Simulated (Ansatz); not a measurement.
## Hf2CF2 MXene monolayer in a perpendicular field

Wanted: the out-of-plane response of the Hf2CF2 MXene monolayer. A positive field points along +c.

Program: Ansatz 0.2.0. Level of theory: plane-wave DFT, PBE-D4, Ansatz PAW, in the first sound run; inputs show where later runs differ. Values are calculated unless marked as measured.

The raw output is cut from this account; settings, times and results stay.

### Step 1. The system as given

The cell holds 5 atoms: 2 F, 2 Hf and 1 C. Cell: a = 3.289 Å, b = 3.289 Å, c = 40.191 Å, α = 90.0°, β = 90.0°, γ = 120.0°. Vacuum lies along c.

### Step 2. Relaxing the slab

The starting cell is a guess, so the in-plane lattice and the atoms are relaxed first, with the slab cut off from its images along the normal.

The input, input.yaml:

```yaml
crystal:
  lattice:
    - [3.289, 0.0, 0.0]
    - [-1.6445, 2.848357553, 0.0]
    - [0.0, 0.0, 40.1906824045]
  atoms:
    - { symbol: F, position: [0.3333333333, 0.6666666667, 0.4428887228] }
    - { symbol: Hf, position: [0.6666666667, 0.3333333333, 0.4677101334] }
    - { symbol: C, position: [0.0, 0.0, 0.5] }
    - { symbol: Hf, position: [0.3333333333, 0.6666666667, 0.5322898666] }
    - { symbol: F, position: [0.6666666667, 0.3333333333, 0.5571112772] }
  periodic: [true, true, false]
kpoints:
  mp_grid: { grid: [12, 12, 1] }
hamiltonian:
  xc: pbe
  dispersion: d4
scf:
  occupations: { method: fermi_dirac, width: 0.05 }
  convergence: { dr2_threshold: 1.0e-09 }
relax:
  f_tol: 0.004
  max_steps: 90
  cell: {}
output:
  write_potential: true
  write_density: true
  volumetric_format: npy
```

On the command line:

```sh
$ ansatz run input.yaml --threads 4 --pin off --max-ram 6144MiB --backend cpu --events-out ev --progress --plain --runs-dir out
```

Run time: 32 s. Hardware: 4 threads of Intel Xeon Platinum 8488C (Sapphire Rapids), shared host; peak memory 0.98 GiB; 2 min of CPU time.

Relaxation path:

```csv
step,energy less that of the first step (eV),largest force component (eV/Å),volume (Å³)
1,0.0000,4.6914,376.52
2,-1.0433,2.3967,373.62
3,-1.3122,0.4225,365.08
4,-1.3311,0.0572,369.98
5,-1.3309,0.0188,370.74
6,-1.3314,0.0002,370.19
7*,-1.3284,0.0004,370.19
8,-1.3285,0.0004,369.96
9*,-1.3283,0.0005,369.96
```

Relaxation steps marked * repeat the geometry before them on a plane-wave basis chosen anew for their cell, so energy and pressure can jump there.

The run keeps the 12 symmetry operations that the program found, so distortions that break them were not tested.

```
cell as run  before  after  change
      a (Å)   3.289  3.260  -0.9 %
      b (Å)   3.289  3.260  -0.9 %
```

The atoms that moved most (Å, along periodic axes as changes of fractional coordinates times the final cell, across vacuum about the mean position):

```csv
atom,dx,dy,dz,length
F5,0.000,0.000,0.257,0.257
F1,0.000,0.000,-0.257,0.257
Hf4,0.000,0.000,-0.097,0.097
Hf2,0.000,0.000,0.097,0.097
```

The relaxed structure:

```xyz
5
Lattice="3.2603 0.0000 0.0000 -1.6301 2.8235 0.0000 0.0000 0.0000 40.1907" Properties=species:S:1:pos:R:3
F     0.0000    1.8823   17.5429
Hf    1.6301    0.9412   18.8947
C     0.0000    0.0000   20.0953
Hf    0.0000    1.8823   21.2959
F     1.6301    0.9412   22.6478
```

Numbers from this step:

* energy at zero smearing: -33316.3158 eV

The lattice constant a goes from 3.289 to 3.260 Å.

### Step 3. Single point, field 0, start network

A sawtooth potential applies the field, turning back in the middle of the vacuum. With the dipole correction the typed value is the field outside the slab. The induced dipole is small, so the SCF threshold is tight.

The cell differs from the one that the last finished run ended in (c 40.191 → 23.105 Å).

The input, input.yaml:

```yaml
crystal:
  lattice:
    - [3.2602568035, 0.0, 0.0]
    - [-1.6301284018, 2.8234652147, 0.0]
    - [0.0, 0.0, 23.1048599677]
  atoms:
    - { symbol: F, position: [0.3333333333, 0.6666666667, 0.3895284374] }
    - { symbol: Hf, position: [0.6666666667, 0.3333333333, 0.4480370872] }
    - { symbol: C, position: [0.0, 0.0, 0.5] }
    - { symbol: Hf, position: [0.3333333333, 0.6666666667, 0.5519629128] }
    - { symbol: F, position: [0.6666666667, 0.3333333333, 0.6104715626] }
kpoints:
  mp_grid: { grid: [18, 18, 1] }
  band_path:
    path: [[0, 0, 0], [0.5, 0, 0], [0.33333333, 0.33333333, 0], [0, 0, 0]]
    npoints: 16
hamiltonian:
  xc: pbe
  dispersion: d4
scf:
  occupations: { method: fermi_dirac, width: 0.02585 }
  convergence: { dr2_threshold: 1.0e-10 }
efield:
  axis: 3
  dipole_correction: true
  ramp_position: 0.97
  ramp_width: 0.06
  amplitude: 0
output:
  dos: { projected: true, e_range: [-6, 5] }
  bader: true
  write_potential: true
  write_density: true
  volumetric_format: npy
  elf: true
```

Wall time 17 s (4 threads); peak memory 0.81 GiB; 65 s of CPU time.

Numbers from this step:

```yaml
energy_at_zero_smearing: -33316.3215 eV
work_function_upper_face: 3.597 eV
dipole_along_the_normal: -6.64e-8 e·Å
```

Running mean over a fixed 2.7 Å (it still follows the layers) of the planar mean; the ramp of the sawtooth is left out. Electron's electrostatic potential energy less the Fermi level against z:

z (Å), electron's electrostatic potential energy less the Fermi level (eV) and a bar from the least value:
```
      3.5        3.6 ##############################
      4.0        3.6 ##############################
      4.5        3.6 ##############################
      5.0        3.6 ##############################
      5.5        3.6 ##############################
      6.0        3.6 ##############################
      6.5        3.6 ##############################
      7.0        3.4 ##############################
      7.5        2.4 ############################
      8.0        0.5 ########################
      8.5       -1.7 ###################
      9.0       -4.8 #############
      9.5       -7.8 ########
     10.0       -9.8 ####
     10.5      -10.7 ##
     11.0      -11.2 #
     11.5      -11.6 
     12.0      -11.4 #
     12.5      -10.8 ##
     13.0      -10.1 ###
     13.5       -8.3 #######
     14.0       -5.5 ############
     14.5       -2.3 ##################
     15.0        0.1 #######################
     15.5        2.0 ###########################
     16.0        3.3 #############################
     16.5        3.6 ##############################
     17.0        3.6 ##############################
     17.5        3.6 ##############################
     18.0        3.6 ##############################
     18.5        3.6 ##############################
     19.0        3.6 ##############################
     19.5        3.6 ##############################
     20.0        3.6 ##############################
```

The density of states has structure finer than the step of the table below, so its rows give means over 0.25 eV. Peaks (eV: height): -5.060: 6.96, -4.680: 3.84, -4.460: 4.40, -4.040: 6.62, -3.900: 11.8, -3.570: 5.96, 0.260: 3.47.

The density of states by energy, zero at the Fermi level; means over each step:

energy (eV), density of states (states/eV a cell) and a bar:
```
    -5.50        0.0 
    -5.25        1.8 ##########
    -5.00        3.7 ####################
    -4.75        2.7 ##############
    -4.50        2.3 #############
    -4.25        3.0 ################
    -4.00        5.6 ##############################
    -3.75        2.9 ################
    -3.50        2.4 #############
    -3.25        0.0 
    -3.00        0.0 
    -2.75        0.0 
    -2.50        0.1 
    -2.25        0.6 ###
    -2.00        0.7 ####
    -1.75        0.8 ####
    -1.50        0.8 ####
    -1.25        0.9 #####
    -1.00        1.0 #####
    -0.75        1.3 #######
    -0.50        0.8 #####
    -0.25        0.5 ###
     0.00        1.1 ######
     0.25        1.6 #########
     0.50        1.3 #######
     0.75        1.3 #######
     1.00        1.2 #######
     1.25        1.0 #####
     1.50        1.4 #######
     1.75        2.4 #############
```

Projected DOS per atom over height of the atomic layer and energy from the Fermi level. Layers: F Hf C Hf F from below.

Ten even steps from '_' (0.00 states/eV) to '@' (2.54 states/eV), each cell a mean:
```
__--__--__
__::__::__
__..__..__
__::__::__
__::__::__
__..__..__
__..__..__
__..__..__
__..__..__
__..__..__
__..__..__
__..__..__
__________
__________
__________
__::**::__
__--@@--__
__::++::__
__..==..__
..::**::..
__________
__________
```
Columns: height of the atomic layer (Å) from 9 to 14.1 (not evenly spaced); rows upwards: energy from the Fermi level (eV) from -5.96 to 1.96.

The electronic bands at the labelled points (eV, zero at the Fermi level):

```
  point  band 32  band 33  band 34  band 35  band 36  band 37  band 38  band 39
      Γ    -4.99    -3.49    -3.49     0.16     0.16     0.51     1.37     1.48
halfway    -4.73    -4.46    -3.56    -1.44     1.05     1.52     1.92     2.28
      M    -5.26    -3.88    -3.51    -2.45     2.45     3.15     3.48     3.65
halfway    -5.18    -4.28    -3.89    -1.27     1.79     2.62     2.76     3.41
      K    -4.89    -4.89    -3.87     0.36     1.16     1.16     2.86     3.49
halfway    -4.75    -4.41    -3.94    -0.69    -0.18     2.38     2.48     2.52
      Γ    -4.99    -3.49    -3.49     0.16     0.16     0.51     1.37     1.48
```

Valence density in the ca plane at fractional y = 0.333, with atoms of Hf and F within 0.2 Å of it. It is the smooth field of the valence electrons, not physical close to the nuclei.

Values in e/Å³, 5 rows by 16 columns, each cell a mean:
```
 0  0  0  0  0  0  0  5  1  0  0  2  0  0  0  0
 0  0  0  0  0  0  1 21  3  0  1  7  0  0  0  0
 0  0  0  0  0  0  0  6  1  0  1  2  0  0  0  0
 0  0  0  0  0  0  0  0  0  1  0  0  0  0  0  0
 0  0  0  0  0  0  0  0  0  1  0  0  0  0  0  0
```
Columns run along c (16.0 Å, from fractional 0.13 to 0.82 of the cell), rows up along a (3.3 Å). Atoms in or near the plane, at fractional coordinates: Hf at (0.45, 0.67), F at (0.61, 0.67).

ELF in the ca plane at fractional y = 0.333, with atoms of Hf and F within 0.2 Å of it. It is the smooth field of the valence electrons, not physical close to the nuclei.

Ten even steps from '0' (0.00) to '9' (0.84), each cell a mean:
```
00000000000000000001102564234311157863100000
00000000000000000000017999513321498996200000
00000000000000000000028999723321696897310000
00000000000000000000016998423321489986200000
00000000000000000011112454244311147753100000
00000000000000000124531113575222101110000000
00000000000000000135652125785233200000000000
00000000000000000024431112575222101210000000
```
Columns run along c (16.0 Å, from fractional 0.07 to 0.77 of the cell), rows up along a (3.3 Å). Atoms in or near the plane, at fractional coordinates: Hf at (0.45, 0.67), F at (0.61, 0.67).

Electrostatic potential energy in the ca plane at fractional y = 0.333, with atoms of Hf and F within 0.2 Å of it. With pseudopotentials it is smooth inside the atoms' cores, unlike the true potential.

Ten even steps from '0' (-37 eV) to '9' (6 eV), each cell a mean:
```
99999999999999999874225788878877999999999999
99999999999999998740001589888610599999999999
99999999999999998730000489998400299999999999
99999999999999999750001689888621699999999999
99999999999999999875335788777888999999999999
99999999999999999988778887656789999999999999
99999999999999999988888887545789999999999999
99999999999999999987778887666789999999999999
```
Columns run along c (16.0 Å, from fractional 0.13 to 0.82 of the cell; values clipped at the 3rd and 97th percentile), rows up along a (3.3 Å). Atoms in or near the plane, at fractional coordinates: Hf at (0.45, 0.67), F at (0.61, 0.67).

The work function of the upper face is 3.60 eV.

### Step 4. Single point, field 0.1 V/Å

Changes to input.yaml since step 3:

```diff
@@ -25,8 +25,6 @@
   dipole_correction: true
-  ramp_position: 0.97
-  ramp_width: 0.06
-  amplitude: 0
+  ramp_position: 0.9251
+  ramp_width: 0.1498
+  amplitude: 0.1
 output:
-  dos: { projected: true, e_range: [-6, 5] }
-  bader: true
   write_potential: true
@@ -34,2 +32 @@
   volumetric_format: npy
-  elf: true
```

Elapsed: 11 s, on 4 threads; peak memory 0.77 GiB; 43 s of CPU time.

The dipole is 0.0270 e·Å.

### Step 5. Single point, field -0.1 V/Å

Changes to input.yaml since step 4:

```diff
@@ -27,3 +27,3 @@
   ramp_width: 0.1498
-  amplitude: 0.1
+  amplitude: -0.1
 output:
```

Wall time 11 s (4 threads); peak memory 0.77 GiB; 43 s of CPU time.

The dipole is -0.0270 e·Å.

### Step 6. Single point, field 0.5 V/Å

Changes to input.yaml since step 5:

```diff
@@ -25,5 +25,5 @@
   dipole_correction: true
-  ramp_position: 0.9251
-  ramp_width: 0.1498
-  amplitude: -0.1
+  ramp_position: 0.8544
+  ramp_width: 0.2911
+  amplitude: 0.5
 output:
```

The job ended after 12 s (4 threads; peak memory 0.78 GiB; 46 s of CPU time).

The dipole is 0.135 e·Å.

### Step 7. Atoms held, field -0.3 V/Å

Changes to input.yaml since step 6:

```diff
@@ -25,6 +25,8 @@
   dipole_correction: true
-  ramp_position: 0.8544
-  ramp_width: 0.2911
-  amplitude: 0.5
+  ramp_position: 0.922
+  ramp_width: 0.156
+  amplitude: -0.3
 output:
+  dos: { projected: true, e_range: [-6, 5] }
+  bader: true
   write_potential: true
@@ -32 +34,2 @@
   volumetric_format: npy
+  elf: true
```

Run time: 19 s. Hardware: 4 threads; peak memory 0.75 GiB; 75 s of CPU time.

The dipole is -0.0810 e·Å.

### Step 8. Response, atoms held

This step: plane-wave DFT, PBE-D4, Ansatz PAW; response to a field along the normal, atoms held (Ansatz 0.2.0).

The dipoles give the slope, and the difference of two potentials shows where the field is screened.

This step gave:

| Quantity | Value |
| --- | --- |
| equivalent conductor thickness p/(ε₀AE) | 5.303 Å |
| distance between the outer atoms | 5.105 Å |

Dipole of the cell against applied field:

| applied field (V/Å) | dipole of the cell (e·Å) |
| --- | --- |
| -0.300 | -0.0810 |
| -0.100 | -0.0270 |
| 0.000 | 0 |
| 0.100 | 0.0270 |
| 0.500 | 0.135 |

Local field over the applied field, running mean. From the potentials at -0.1 and 0.1 V/Å; running mean over 2.5 Å. Table of local field over applied field by z:

z (Å), local field over applied field and a bar:
```
     4.04       1.00 ##############################
     4.48       1.00 ##############################
     4.91       1.00 ##############################
     5.20       1.00 ##############################
     5.63       1.00 ##############################
     6.07       1.00 ##############################
     6.50       0.99 ##############################
     6.93       0.96 #############################
     7.22       0.92 ############################
     7.65       0.84 #########################
     8.09       0.73 ######################
     8.52       0.61 ##################
     8.95       0.48 ##############
     9.39       0.34 ##########
     9.68       0.26 #######
    10.11       0.17 #####
    10.54       0.10 ##
    10.97       0.05 #
    11.41       0.02 
    11.70       0.02 
    12.13       0.05 #
    12.56       0.10 ##
    13.00       0.17 #####
    13.43       0.26 #######
    13.72       0.34 ##########
    14.15       0.48 ##############
    14.58       0.61 ##################
    15.02       0.73 ######################
    15.45       0.84 #########################
    15.88       0.92 ############################
    16.17       0.96 #############################
    16.61       0.99 ##############################
    17.04       1.00 ##############################
    17.47       1.00 ##############################
    17.91       1.00 ##############################
    18.20       1.00 ##############################
    18.63       1.00 ##############################
    19.06       1.00 ##############################
```

Electrons, planar mean, per unit field. Induced electron density against z:

| z (Å) | induced electron density (e/Å³ per V/Å) |
| --- | --- |
| 4.04 | 7.8e-8 |
| 4.48 | 2.7e-7 |
| 4.91 | 7.3e-7 |
| 5.20 | 1.6e-6 |
| 5.63 | 5.1e-6 |
| 6.07 | 1.6e-5 |
| 6.50 | 5.3e-5 |
| 6.93 | 1.7e-4 |
| 7.22 | 3.5e-4 |
| 7.65 | 9.6e-4 |
| 8.09 | 0.00227 |
| 8.52 | 0.00297 |
| 8.95 | 0.00152 |
| 9.39 | 0.00111 |
| 9.68 | 7.5e-4 |
| 10.11 | 0.00145 |
| 10.54 | 9.7e-4 |
| 10.97 | 5.0e-4 |
| 11.41 | 1.7e-4 |
| 11.70 | -1.7e-4 |
| 12.13 | -5.0e-4 |
| 12.56 | -9.7e-4 |
| 13.00 | -0.00145 |
| 13.43 | -7.5e-4 |
| 13.72 | -0.00111 |
| 14.15 | -0.00152 |
| 14.58 | -0.00297 |
| 15.02 | -0.00227 |
| 15.45 | -9.6e-4 |
| 15.88 | -3.5e-4 |
| 16.17 | -1.7e-4 |
| 16.61 | -5.3e-5 |
| 17.04 | -1.6e-5 |
| 17.47 | -5.1e-6 |
| 17.91 | -1.6e-6 |
| 18.20 | -7.3e-7 |
| 18.63 | -2.7e-7 |
| 19.06 | -7.8e-8 |

By hand: between -0.1 and 0.1 V/Å the dipole changes by 0.05395 e·Å, a slope of 0.2698 e·Å²/V. A perfect conductor of thickness t has p = ε₀AEt, so t = 180.95 × 0.2698 / 9.205 = 5.30 Å (e/ε₀ = 180.95 V·Å, A in Å²).

The induced dipole is that of a conductor 5.30 Å thick.

### Step 9. Relaxing in the field, field 0.1 V/Å

This step: plane-wave DFT, PBE-D4, Ansatz PAW (Ansatz 0.2.0).

Now the atoms may follow the field. A weak field makes forces of meV/Å to tens of meV/Å, so the force tolerance is set well below the usual one.

input.yaml, the sections that differ from step 7:

```yaml
kpoints:
  mp_grid: { grid: [12, 12, 1] }
efield:
  axis: 3
  dipole_correction: true
  ramp_position: 0.9251
  ramp_width: 0.1498
  amplitude: 0.1
relax:
  f_tol: 0.001
  max_steps: 60
output:
  write_potential: true
  write_density: true
  volumetric_format: npy
# crystal, hamiltonian, scf: as in step 7
```

Wall time 8.6 s (4 threads); peak memory 0.64 GiB; 33 s of CPU time.

No atom moved by 0.005 Å in the relaxation.

Read from the output:

```
energy at zero smearing : -33316.3164 eV
dipole along the normal : 0.03019 e·Å
```

The relaxation took 3 steps and lowered the energy by 1.6e-4 eV; the largest force on the free atoms ends at 4.2e-4 eV/Å.

The dipole is 0.0302 e·Å.

### Step 10. Field on, atoms free, field -0.1 V/Å

The opposite sign, again from the field-free geometry; the difference of the two cancels what relaxes without a field.

Changes to input.yaml since step 9:

```diff
@@ -24,3 +24,3 @@
   ramp_width: 0.1498
-  amplitude: 0.1
+  amplitude: -0.1
 relax:
```

Wall time 8.7 s (4 threads); peak memory 0.64 GiB.

Hardly anything moved in the relaxation; the energy changed by under 0.2 meV an atom.

Numbers from this step:

* dipole along the normal: -0.03019 e·Å

The relaxation took 3 steps and lowered the energy by 1.6e-4 eV; the largest force on the free atoms ends at 4.2e-4 eV/Å.

The dipole is -0.0302 e·Å.

[end of part 1 of 2]

[Long decimals in the printed logs are rounded to 6 places.]

[Logs are printed without paths, hosts, clocks, repeated set-up lines and the standing remarks that a program may print on its own settings, such as how far it seeks lower states.]

[Hosts, paths, dates, database ids (printed as entryN), source tags and the programs' standing remarks are cut or masked in the printed files.]

[Maps of the electrostatic potential energy from Ansatz leave out the sawtooth potential of an applied field or a dipole correction, so their vacuum need not be flat; planar profiles and work functions include it.]

[The density of states shown here was stored with 400 of the rows of the run's finer table, so its peaks can read low, often by over a quarter, or be missed, and its means over a window can be off by a tenth or more.]
